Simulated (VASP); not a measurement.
The system is Li2O.

```
CELL_PARAMETERS angstrom
0.00000 2.28967 2.28967
2.28967 0.00000 2.28967
2.28967 2.28967 0.00000
ATOMIC_POSITIONS crystal
Li 0.25000 0.25000 0.25000
Li 0.75000 0.75000 0.75000
O 0.00000 0.00000 0.00000
```

Base run:

```yaml
Program: VASP 6.6.1
Functional: r2SCAN
Potentials_or_basis: VASP PAW PBE potentials, release 64 (Li_sv, O)
Cutoff: 520 eV
k_mesh: 8 × 8 × 8
Occupations: gaussian, width 0.02 eV
Spin: no spin polarisation
```

Its results: band gap on the k mesh 5.72 eV, indirect (least direct gap 6.31 eV).

Question: The run is repeated on the same cell with these changes: functional from r2SCAN to PBEsol; occupations from gaussian, width 0.02 eV to gaussian, width 0.5 eV. What comes out?

Answer: Band gap on the k mesh 4.86 eV, indirect (least direct gap 5.36 eV).

A k mesh can miss the band edges.
